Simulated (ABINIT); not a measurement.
La2O3:

```
La O
1.0
     3.93078    0.00000    0.00000
    -1.96539    3.40415    0.00000
     0.00000    0.00000    6.11195
La O
2 3
Direct
  0.33333 0.66667 0.24624
  0.66667 0.33333 0.75376
  0.00000 0.00000 0.00000
  0.33333 0.66667 0.64589
  0.66667 0.33333 0.35411
```

The cell is a database's computed one.

Base run:

* Program: ABINIT 10.8.3 (patched build)
* Functional: PBE
* Potentials or basis: JTH PAW PBE v2.0
* Cutoff: 626 eV
* k mesh: 8 × 8 × 5
* Occupations: fermi-dirac, width 0.05 eV
* Spin: no spin polarisation

Its results: band gap on the k mesh 3.88 eV, indirect (least direct gap 4.06 eV); pressure 2.7 GPa; largest force 0.093 eV/Å.

Q: The run is repeated on the same cell with these changes: functional from PBE to LDA; potentials or basis from JTH PAW PBE v2.0 to JTH PAW LDA v2.0. What comes out?

A: Band gap on the k mesh 3.78 eV, indirect (least direct gap 3.92 eV); pressure -5.5 GPa; largest force 0.092 eV/Å.

Caveats: spin-orbit coupling is left out, which moves the levels of the heavy elements.

A k mesh can miss the band edges.
